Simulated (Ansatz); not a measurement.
# MgS (F-43m) in Ansatz: further runs

Runs on MgS. Level: LDA. Tasks: single point, equation of state.

Everything below comes from runs of Ansatz 0.2.0. Logs are shortened: lines on timing, memory, paths and dates and some standing lists are left out, and cuts for length are marked.

### 1 The crystal as given

It takes space group F-43m (No. 216, cubic). Conventional cell: a = 5.666 Å, b = 5.666 Å, c = 5.666 Å, α = 90.00°, β = 90.00°, γ = 90.00°. S (site symmetry -43m) is surrounded by 4 Mg at 2.45 Å. Around Mg (site symmetry -43m) lie 4 S at 2.45 Å.

The cell comes from a database or a generator and needn't be the stable form of this composition.

### 2 Single point, LDA, 21.38 Å³/atom (volume scaled by 0.94)

Input file input.yaml:

```yaml
crystal:
  lattice:
    - [0.0, 2.7752850422, 2.7752850422]
    - [2.7752850422, 0.0, 2.7752850422]
    - [2.7752850422, 2.7752850422, 0.0]
  atoms:
    - { symbol: S, position: [0.25, 0.25, 0.25] }
    - { symbol: Mg, position: [0.0, 0.0, 0.0] }
hamiltonian:
  xc: lda
  pseudopotentials: { kind: paw }
kpoints:
  mp_grid: { grid: [8, 8, 8] }
scf:
  occupations: { method: fermi_dirac, width: 0.05 }
output:
  forces: true
  stress: true
  eigenvalues: true
```

Potentials or basis: Ansatz PAW.

The run is started by

```sh
$ ansatz run input.yaml --threads 2 --pin off --max-ram 5632MiB --backend cpu --events-out ev --progress --plain --runs-dir out
```

The log of the run:

```text
Warning: RAYON_NUM_THREADS=2 ignored (pool sized by the plan → 2); use --threads N
Engine: ansatz 0.2.0, x86_64-unknown-linux-gnu
Pseudopotentials: kind: paw
Pseudopotential: S, paw, valence charge 6, recommended cutoff 420 eV (normal), S.paw.azcp
Pseudopotential: Mg, paw, valence charge 10, recommended cutoff 420 eV (normal), Mg.paw.azcp
Functional definition: SPW92
  exchange = slater_x
  correlation = pw_c
Crystal: 2 atoms, lattice volume = 42.752 Å³
Basis set: ecut = 420 eV, 869 PW (Γ)
Bands: 12, of which v1, the nominal top of the filled ones, is band 8 counted from 1 (7 counted from 0)
Symmetry: 24 space group operations
Space group: F-43m (ITA 216), of the structure as read, at distance tolerance 3.5e-5 Å
k-points: 29 of 512 (time reversal used)
Non-local potential: S, projectors of the file, l = 0: 2, l = 1: 2, l = 2: 2
Non-local potential: Mg, projectors of the file, l = 0: 3, l = 1: 2, l = 2: 1
PAW form: soft (Blöchl's): semilocal exchange-correlation on the pseudo side does not see the compensation charge
PAW frozen core: S, regenerated for the run's functional, and the local potential with it (the file was generated under x = pbe(κ = 0.804, μ = 0.2195149727645171), c = pbe(β = 0.06672455060314922))
PAW frozen core: Mg, regenerated for the run's functional, and the local potential with it (the file was generated under x = pbe(κ = 0.804, μ = 0.2195149727645171), c = pbe(β = 0.06672455060314922))
PAW one-centre angular grid: S, 110 points (default); XC on 64 Gauss nodes
PAW one-centre angular grid: Mg, 110 points (default); XC on 64 Gauss nodes
Initial density: superposition of atomic densities (neutral atoms: chi_scale 0, normalization atom), corrected by the library's trained network
Initial wavefunctions: pseudopotential atomic-orbital guess
Functional: x = slater, c = lda
SCF iter   1: F=—  HF=-2774.007686 eV  |F-HF|=—  |Δ(HF+E_count)|=         —  Δρ=6.15e-3  dr2=1.09e-2  ethr=1.77e-3  ⟨swp⟩=6.0  Hψ=2131  notcnv=0
preconditioner: auto → none  [insulator: Δε(μ)=3.433 eV  Ē_g=11.201 eV  σ=0.050 eV  W_gap=1.00  n_scr=14 (ndim 8)  ℏωp=16.1 eV  f_vac=0.011  D(μ)=0.00/eV (n_scr^D=0)  ε∞_Penn≈3.1]
SCF iter   2: F=—  HF=-2774.000884 eV  |F-HF|=—  |Δ(HF+E_count)|=   6.80e-3  Δρ=2.43e-3  dr2=1.28e-3  ethr=6.82e-5  ⟨swp⟩=2.8  Hψ=886  notcnv=0
SCF iter   3: F=—  HF=-2774.000259 eV  |F-HF|=—  |Δ(HF+E_count)|=   6.25e-4  Δρ=4.19e-4  dr2=6.35e-5  ethr=8.02e-6  ⟨swp⟩=2.0  Hψ=464  notcnv=0
SCF iter   4: F=—  HF=-2774.000243 eV  |F-HF|=—  |Δ(HF+E_count)|=   1.60e-5  Δρ=1.03e-4  dr2=3.39e-6  ethr=3.97e-7  ⟨swp⟩=2.0  Hψ=425  notcnv=0
SCF iter   5: F=—  HF=-2774.000242 eV  |F-HF|=—  |Δ(HF+E_count)|=   1.03e-6  Δρ=1.44e-5  dr2=1.06e-7  ethr=2.12e-8  ⟨swp⟩=2.0  Hψ=464  notcnv=0
SCF iter   6: F=-2774.000242 eV  HF=-2774.000242 eV  |F-HF|=6.16e-10  |Δ(HF+E_count)|=   1.30e-8  Δρ=3.13e-6  dr2=2.91e-9  ethr=6.25e-10  ⟨swp⟩=4.2  Hψ=1132  notcnv=0
SCF 1 converged in 6 iterations: F = -2774.000242 eV  dr2 = 2.91e-9
SCF converged after 6 iterations
Free energy (F): -2774.000242 eV
Harris-Foulkes:  -2774.000242 eV  (|F-HF|=6.16e-10)
Internal energy: -2774.000242 eV  (E = F + TS)
E sigma→0 (E₀):  -2774.000242 eV
Fermi energy:    5.230715 eV
--- Per-component energies (eV) ---
  E_band       = -363.237356
  E_kinetic    = 185.705938
  E_local      = -1857.305934  (includes V_loc(G=0)·N_el)
  E_nonlocal   = 125.562020
  E_hartree    = 671.656060
  E_xc         = -126.373988
  E_vxc        = -126.889284  (∫ρ·V_xc dr)
  E_paw        = -839.906614  (= ΣΔE_a)
  E_vpaw       = -33.622073  (= ΣTr[D̂ρ^β])
  E_aug_tail   = 0.000002  (compensation charges beyond the density's cutoff)
  E_ewald      = -933.641402
  E_core_change = 0.303677  (= ΣΔE_core)
  E_smearing   = -0.000000  (= −TS)
  E_closure    = 0.000000  (closes the sum)
  Σ components = -2774.000242   (vs F -2774.000242, Δ=0.00e0)
--- Forces (eV/Å), atoms counted from 1 ---
  atom   1  S     -0.00000000     0.00000000    -0.00000000
  atom   2  Mg     0.00000000     0.00000000     0.00000000
  max |Σ_I F_I| component: 2.04e-16 eV/Å
--- Stress (GPa, compression-positive) ---
        1.501491       0.000000      -0.000000
       -0.000000       1.501491       0.000000
       -0.000000       0.000000       1.501491
  P = ⅓ Tr σ = 1.5015 GPa (15.015 kbar)
--- Band table (eV; the first three rows and the last of 29) ---
  k-point 0: bands = ["-69.4823", "-36.9114", "-36.9114", "-36.9114", "-8.0308", "3.4294", "3.4294", "3.4294", "6.9139", "11.3168", "11.3168", "11.3168"]
  k-point 1: bands = ["-69.4823", "-36.9119", "-36.9114", "-36.9114", "-7.9301", "2.6850", "3.3718", "3.3718", "7.6083", "11.1422", "11.5038", "11.5038"]
  k-point 2: bands = ["-69.4822", "-36.9132", "-36.9116", "-36.9116", "-7.6670", "1.4130", "3.2422", "3.2422", "8.4375", "11.2517", "11.5221", "11.5221"]
  k-point 28: bands = ["-69.4821", "-36.9142", "-36.9134", "-36.9127", "-6.9605", "0.9559", "1.3935", "1.9553", "8.8060", "11.4967", "11.5173", "11.9653"]
```

Run time: 5.3 s. Hardware: 2 threads of Intel Xeon at 2.50GHz (Skylake/Cascade Lake), shared host; peak memory 0.3 GiB.

What came out:

- Free energy: -2774.0002 eV
- Pressure: 1.5 GPa
- Band gap on the k mesh: 3.48 eV, direct

Caveat: the PAW data sets come from PBE, with cores solved anew for the run's functional, which leaves a small shift of forces and pressure.

### 3 Single point, LDA, 21.83 Å³/atom (volume scaled by 0.96)

Edit input.yaml of step 2 so:

```diff
@@ -2,5 +2,5 @@
   lattice:
-    - [0.0, 2.7752850422, 2.7752850422]
-    - [2.7752850422, 0.0, 2.7752850422]
-    - [2.7752850422, 2.7752850422, 0.0]
+    - [0.0, 2.794829947, 2.794829947]
+    - [2.794829947, 0.0, 2.794829947]
+    - [2.794829947, 2.794829947, 0.0]
   atoms:
@@ -19 +19,5 @@
   eigenvalues: true
+  write_density: true
+  write_potential: true
+  elf: true
+  volumetric_format: npy
```

Potentials or basis: Ansatz PAW.

The run is started by

```sh
$ ansatz run input.yaml --threads 2 --pin off --max-ram 5632MiB --backend cpu --events-out ev --progress --plain --runs-dir out
```

It took 6.1 s on 2 threads of Intel Xeon at 2.50GHz (Skylake/Cascade Lake), shared host; peak memory 0.31 GiB.

Results (log left out):

```
Free energy            : -2774.0048 eV
Pressure               : 0.1 GPa
Band gap on the k mesh : 3.38 eV, direct
```

Caveat: the PAW data sets come from PBE, with cores solved anew for the run's functional, which leaves a small shift of forces and pressure.

### 4 Single point, LDA, 22.29 Å³/atom (volume scaled by 0.98)

Input file input.yaml:

```yaml
crystal:
  lattice:
    - [0.0, 2.8141052454, 2.8141052454]
    - [2.8141052454, 0.0, 2.8141052454]
    - [2.8141052454, 2.8141052454, 0.0]
  atoms:
    - { symbol: S, position: [0.25, 0.25, 0.25] }
    - { symbol: Mg, position: [0.0, 0.0, 0.0] }
hamiltonian:
  xc: lda
  pseudopotentials: { kind: paw }
kpoints:
  mp_grid: { grid: [8, 8, 8] }
scf:
  occupations: { method: fermi_dirac, width: 0.05 }
output:
  forces: true
  stress: true
  eigenvalues: true
```

The run is started by

```sh
$ ansatz run input.yaml --threads 2 --pin off --max-ram 5632MiB --backend cpu --events-out ev --progress --plain --runs-dir out
```

It took 5.1 s on 2 threads of Intel Xeon at 2.50GHz (Skylake/Cascade Lake), shared host; peak memory 0.31 GiB.

It converged, with:

```yaml
Free_energy: -2774.0021 eV
Pressure: -1.1 GPa
Band_gap_on_the_k_mesh: 3.27 eV, direct
```

Caveat: the PAW data sets come from PBE, with cores solved anew for the run's functional, which leaves a small shift of forces and pressure.

### 5 Single point, LDA, 22.74 Å³/atom

Edit input.yaml of step 4 so:

```diff
@@ -2,5 +2,5 @@
   lattice:
-    - [0.0, 2.8141052454, 2.8141052454]
-    - [2.8141052454, 0.0, 2.8141052454]
-    - [2.8141052454, 2.8141052454, 0.0]
+    - [0.0, 2.8331200468, 2.8331200468]
+    - [2.8331200468, 0.0, 2.8331200468]
+    - [2.8331200468, 2.8331200468, 0.0]
   atoms:
@@ -19 +19,5 @@
   eigenvalues: true
+  write_density: true
+  write_potential: true
+  elf: true
+  volumetric_format: npy
```

The run is started by

```sh
$ ansatz run input.yaml --threads 2 --pin off --max-ram 5632MiB --backend cpu --events-out ev --progress --plain --runs-dir out
```

Wall time 5.7 s (2 threads of Intel Xeon at 2.50GHz (Skylake/Cascade Lake), shared host); peak memory 0.31 GiB.

The run converged. Its results:

```
Free energy            : -2773.9927 eV
Pressure               : -2.2 GPa
Band gap on the k mesh : 3.17 eV, direct
```

Caveat: the PAW data sets come from PBE, with cores solved anew for the run's functional, which leaves a small shift of forces and pressure.

### 6 Single point, LDA, 23.20 Å³/atom (volume scaled by 1.02)

Edit input.yaml of step 5 so:

```diff
@@ -2,5 +2,5 @@
   lattice:
-    - [0.0, 2.8331200468, 2.8331200468]
-    - [2.8331200468, 0.0, 2.8331200468]
-    - [2.8331200468, 2.8331200468, 0.0]
+    - [0.0, 2.851882978, 2.851882978]
+    - [2.851882978, 0.0, 2.851882978]
+    - [2.851882978, 2.851882978, 0.0]
   atoms:
```

Potentials or basis: Ansatz PAW.

The run is started by

```sh
$ ansatz run input.yaml --threads 2 --pin off --max-ram 5632MiB --backend cpu --events-out ev --progress --plain --runs-dir out
```

Run time: 6.3 s. Hardware: 2 threads of Intel Xeon at 2.50GHz (Skylake/Cascade Lake), shared host; peak memory 0.32 GiB.

The run converged. Its results:

* Free energy: -2773.9774 eV
* Pressure: -3.2 GPa
* Band gap on the k mesh: 3.08 eV, direct

Caveat: the PAW data sets come from PBE, with cores solved anew for the run's functional, which leaves a small shift of forces and pressure.

### 7 Single point, LDA, 23.65 Å³/atom (volume scaled by 1.04)

Input file input.yaml:

```yaml
crystal:
  lattice:
    - [0.0, 2.8704022176, 2.8704022176]
    - [2.8704022176, 0.0, 2.8704022176]
    - [2.8704022176, 2.8704022176, 0.0]
  atoms:
    - { symbol: S, position: [0.25, 0.25, 0.25] }
    - { symbol: Mg, position: [0.0, 0.0, 0.0] }
hamiltonian:
  xc: lda
  pseudopotentials: { kind: paw }
kpoints:
  mp_grid: { grid: [8, 8, 8] }
scf:
  occupations: { method: fermi_dirac, width: 0.05 }
output:
  forces: true
  stress: true
  eigenvalues: true
```

The run is started by

```sh
$ ansatz run input.yaml --threads 2 --pin off --max-ram 5632MiB --backend cpu --events-out ev --progress --plain --runs-dir out
```

Run time: 5.9 s. Hardware: 2 threads of Intel Xeon at 2.50GHz (Skylake/Cascade Lake), shared host; peak memory 0.3 GiB.

It converged, with:

```
Free energy            : -2773.9567 eV
Pressure               : -4.1 GPa
Band gap on the k mesh : 2.98 eV, direct
```

Caveat: the PAW data sets come from PBE, with cores solved anew for the run's functional, which leaves a small shift of forces and pressure.

### 8 Single point, LDA, 24.10 Å³/atom (volume scaled by 1.06)

Edit input.yaml of step 7 so:

```diff
@@ -2,5 +2,5 @@
   lattice:
-    - [0.0, 2.8704022176, 2.8704022176]
-    - [2.8704022176, 0.0, 2.8704022176]
-    - [2.8704022176, 2.8704022176, 0.0]
+    - [0.0, 2.8886855272, 2.8886855272]
+    - [2.8886855272, 0.0, 2.8886855272]
+    - [2.8886855272, 2.8886855272, 0.0]
   atoms:
```

The run is started by

```sh
$ ansatz run input.yaml --threads 2 --pin off --max-ram 5632MiB --backend cpu --events-out ev --progress --plain --runs-dir out
```

Run time: 4.3 s. Hardware: 2 threads of Intel Xeon at 2.50GHz (Skylake/Cascade Lake), shared host; peak memory 0.31 GiB.

The run converged. Its results:

```yaml
Free_energy: -2773.9312 eV
Pressure: -4.9 GPa
Band_gap_on_the_k_mesh: 2.89 eV, direct
```

Caveat: the PAW data sets come from PBE, with cores solved anew for the run's functional, which leaves a small shift of forces and pressure.

### 9 Equation of state, LDA

Potentials or basis: Ansatz PAW.

This step only gathers the single runs of the series.

Results:

```yaml
Equilibrium_volume: 21.88 Å³/atom
Bulk_modulus: 62 GPa
Pressure_derivative_of_the_bulk_modulus: 4.1
```

Energy against volume, from the lowest point:
| volume (Å³/atom) | energy (meV/atom) |
| --- | --- |
| 21.376 | 2.29 |
| 21.831 | 0.00 |
| 22.285 | 1.38 |
| 22.740 | 6.07 |
| 23.195 | 13.73 |
| 23.650 | 24.08 |
| 24.105 | 36.83 |
